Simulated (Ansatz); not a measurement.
Wanted: the native input for an Ansatz 0.2.0 run.

* Task: relaxation of cell and atoms
* Functional: PBE
* Dispersion: D4
* Potentials or basis: Ansatz PAW
* Cutoff: 420 eV (not typed: the program's choice for these potentials)
* k mesh: 7 × 7 × 5
* Occupations: fermi-dirac, width 0.05 eV
* Spin: no spin polarisation

The system is CdS.

```
Cd S
1.0
     4.26117    0.00000    0.00000
    -2.13058    3.69028    0.00000
     0.00000    0.00000    5.80417
Cd S
1 1
Direct
  0.00000 0.00000 0.44269
  0.66667 0.33333 0.43431
```

Measurements of this composition are mostly on another form, of space group No. 186.

One way to write it, as run:

input.yaml

```yaml
crystal:
  lattice:
    - [4.2611695877, 0.0, 0.0]
    - [-2.1305847939, 3.6902811128, 0.0]
    - [0.0, 0.0, 5.80417294]
  atoms:
    - { symbol: Cd, position: [0.0, 0.0, 0.44269192] }
    - { symbol: S, position: [0.6666666667, 0.3333333333, 0.43430808] }
hamiltonian:
  xc: pbe
  pseudopotentials: { kind: paw }
  dispersion: d4
kpoints:
  mp_grid: { grid: [7, 7, 5] }
scf:
  occupations: { method: fermi_dirac, width: 0.05 }
output:
  forces: true
  stress: true
  eigenvalues: true
  write_density: true
  write_potential: true
  elf: true
  volumetric_format: npy
relax:
  f_tol: 0.01
  max_steps: 40
  cell: { stress_tol: 0.05 }
```

Potentials or basis: Ansatz PAW.

The run is started by

```bash
$ ansatz run input.yaml --threads 2 --pin off --max-ram 5632MiB --backend cpu --events-out ev --progress --plain --runs-dir out
```

It gave:

```json
{"Relaxed volume": "28.10 Å³/atom", "Relaxed cell": "a = 4.106 Å, b = 4.106 Å, c = 3.850 Å, α = 90.00°, β = 90.00°, γ = 120.00°", "Space group after relaxing (to 0.05 Å)": "P3m1 (No. 156)", "Energy gained by relaxing": "61.2 meV/atom", "Ionic steps": "15", "Pressure after relaxing": "0.0 GPa", "Largest force after relaxing": "0.003 eV/Å", "Band gap on the k mesh": "0.93 eV, indirect (least direct gap 1.24 eV)"}
```

Caveat: the volume moved by over 15 % at a fixed basis, so the end points are rough; odd divisions of the mesh miss points on the zone boundary, where band edges often lie, so the gap on the mesh can be too wide; the plane-wave basis is chosen anew once the cell has moved, so the energies of steps on either side of that aren't comparable.

Run time: 43 s on 2 threads of Arm Neoverse V2 (shared host), peak memory 0.39 GiB.
